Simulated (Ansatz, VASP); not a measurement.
## Zn in VASP and in Ansatz

```
CELL_PARAMETERS angstrom
2.25295 -1.29970 0.00000
2.25295 1.29970 0.00000
-1.58103 0.00000 7.25141
ATOMIC_POSITIONS crystal
Zn 0.77802 0.77802 0.33450
Zn 0.22198 0.22198 0.66550
Zn 0.00000 0.00000 0.00000
```

Change from the starting cell: volume scaled by 0.98.

Alike in both runs: task single point; functional PBEsol; k mesh 12 × 12 × 4; occupations fermi-dirac, width 0.05 eV; no spin polarisation.

|  | VASP | Ansatz |
| --- | --- | --- |
| version | VASP 6.6.1 | Ansatz 0.2.0 |
| potentials or method | VASP PAW PBE potentials, release 64 (Zn), cutoff 520 eV | all-electron LAPW, scalar-relativistic |

Ansatz gave:

* gap on the k mesh at the Fermi level (eV): none
* pressure (GPa): 0.5
* largest component of the traceless stress (GPa): 3.41
* rms of the force components (eV/Å): 0.006

What did VASP give for the same quantities?

gap on the k mesh at the Fermi level (eV): none; pressure (GPa): 0.7; largest component of the traceless stress (GPa): 3.24; rms of the force components (eV/Å): 0.006.

Atom by atom the forces differ by 0.001 eV/Å (rms over components). A gap of «none» marks a metal or a gap that the smearing closes. Ansatz ran all-electron here, so the differences hold the error of VASP's frozen core and of both bases.

Caveats: the PAW data sets were made with another functional, which shifts forces and pressure a little (VASP).
